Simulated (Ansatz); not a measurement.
# HfB2: squeezing one contact

One table from this session's results is given with a row withheld; the runs are named, their logs left out.

Computed with Ansatz 0.2.0 (DFT PBEsol, with the methods named in each step, unless a step's input says otherwise).

**The structure to begin with**

Symmetry: P6/mmm, No. 191, hexagonal system. Conventional cell: a = 3.133 Å, b = 3.133 Å, c = 3.479 Å, α = 90.00°, β = 90.00°, γ = 120.00°. Hf (site symmetry 6/mmm) is surrounded by 12 B at 2.51 Å. B (site symmetry -6m2) is surrounded by 3 B at 1.81 Å and 6 Hf at 2.51 Å.

As a file:

```
Hf B
1.0
     3.13268    0.00000    0.00000
    -1.56634    2.71298    0.00000
     0.00000    0.00000    3.47921
Hf B
1 2
Cartesian
  0.0000 0.0000 0.0000
  0.0000 1.8087 1.7396
  1.5663 0.9043 1.7396
```

Atoms are numbered in the order of the input: Hf1, B2, B3.

Set-up of the first run:

Contents of input.yaml:

```yaml
crystal:
  lattice:
    - [3.1326790839, 0.0, 0.0]
    - [-1.5663395419, 2.7129796685, 0.0]
    - [0.0, 0.0, 3.47921399]
  atoms:
    - { symbol: Hf, position: [0.0, 0.0, 0.0] }
    - { symbol: B, position: [0.3333333333, 0.6666666667, 0.5] }
    - { symbol: B, position: [0.6666666667, 0.3333333333, 0.5] }
kpoints:
  mp_grid: { grid: [10, 10, 8] }
scf:
  occupations: { method: fermi_dirac, width: 0.05 }
hamiltonian:
  xc: pbesol
  pseudopotentials: { kind: all_electron, lapw: { basis_error: 0.001 } }
output:
  forces: true
  stress: true
  eigenvalues: true
  populations: true
```

Started as:

```console
ansatz run input.yaml --threads 1 --pin off --max-ram 3072MiB --backend cpu --events-out ev --progress --plain --runs-dir out
```

Steps of the session up to this table: The bond as given, LAPW; Shortest bond scaled by 1, crystal datasets; Shortest bond scaled by 1.05, LAPW; Shortest bond scaled by 1.05, crystal datasets; Shortest bond scaled by 0.95, LAPW; Shortest bond scaled by 0.9, LAPW; Shortest bond scaled by 0.62, LAPW; Shortest bond scaled by 0.62, crystal datasets.

One of the session's tables, all rows but one given; the rest of the session is left out.

```
             method  length (Å)  force along the bond (eV/Å)  pressure (GPa)  largest force (eV/Å)
               LAPW       1.121                       36.003           65.55                36.003
               LAPW       1.628                        2.980            0.04                 2.980
               LAPW       1.718                        1.341           -2.30                 1.341
               LAPW       1.809                        0.000           -3.01                 0.000
               LAPW       1.899                       -1.067           -2.39                 1.067
                PAW       1.121                       35.803           65.10                35.803
                PAW       1.628                        2.983           -0.02                 2.983
                PAW       1.718                        1.341           -2.36                 1.341
                PAW       1.809                        0.000           -3.07                 0.000
                PAW       1.899                       -1.068           -2.45                 1.068
PAW (cutoff 600 eV)       1.121                            ?               ?                     ?
   crystal datasets       1.121                       36.004           65.55                36.004
   crystal datasets       1.809                        0.000           -3.01                 0.000
   crystal datasets       1.899                       -1.067           -2.39                 1.067
```

**Question.** Estimate the row for PAW (cutoff 600 eV), 1.121.

As computed: force along the bond (eV/Å): 35.801; pressure (GPa): 65.08; largest force (eV/Å): 35.801. In the column «force along the bond (eV/Å)» it lies between PAW, 1.628 (2.983) and PAW, 1.121 (35.803).

Limits of these values: Rows by PAW come from runs of the same series that aren't printed here. Warnings in the runs' records: gradients without spin orbit, crystal datasets made.
